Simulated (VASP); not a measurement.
Here is a VASP 6.6.1 calculation.

POSCAR

```
Sb
1.0
   -1.8713408863      1.8713408863      1.8713408863
    1.8713408863     -1.8713408863      1.8713408863
    1.8713408863      1.8713408863     -1.8713408863
Sb
1
Direct
    0.0000000000      0.0000000000      0.0000000000
```

Contents of INCAR.step1:

```
ALGO = Normal ; EDIFF = 1E-5
ENCUT = 520 ; GGA = PE
ISIF = 2 ; ISMEAR = -1
LASPH = True ; LCHARG = False
LREAL = False ; LWAVE = True
NBANDS = 8 ; NELM = 80
PREC = Accurate ; SIGMA = 0.05
```

Contents of INCAR.step2:

```
AEXX = 0.1 ; ALGO = Normal
EDIFF = 1E-6 ; ENCUT = 520
GGA = PE ; HFRCUT = -1
ISIF = 2 ; ISMEAR = -1
ISTART = 1 ; LASPH = True
LCHARG = False ; LHFCALC = True
LREAL = False ; LWAVE = False
NBANDS = 8 ; NELM = 80
PREC = Accurate ; PRECFOCK = Fast
SIGMA = 0.05
```

The input KPOINTS:

```
k-points
0
Gamma
  5 5 5
```

Potentials or basis: VASP PAW PBE potentials, release 64 (Sb).

Launch:

```console
$ cat potpaw_PBE.64/Sb/POTCAR > POTCAR
$ cp INCAR.step1 INCAR
$ mpirun -np 1 vasp_std > vasp.out
$ cp INCAR.step2 INCAR
$ mpirun -np 1 vasp_std > vasp.out
```

(1) What does it give for the pressure?

(2) What does it give for the band gap on the k mesh?

Answers

(1) -0.8 GPa.

(2) none (metal or under the smearing width).

Caveat: the k mesh is coarse (spacing up to 0.47 Å⁻¹), so the values aren't converged, least of all with exact exchange; the PAW data sets were made with another functional, which shifts forces and pressure a little.
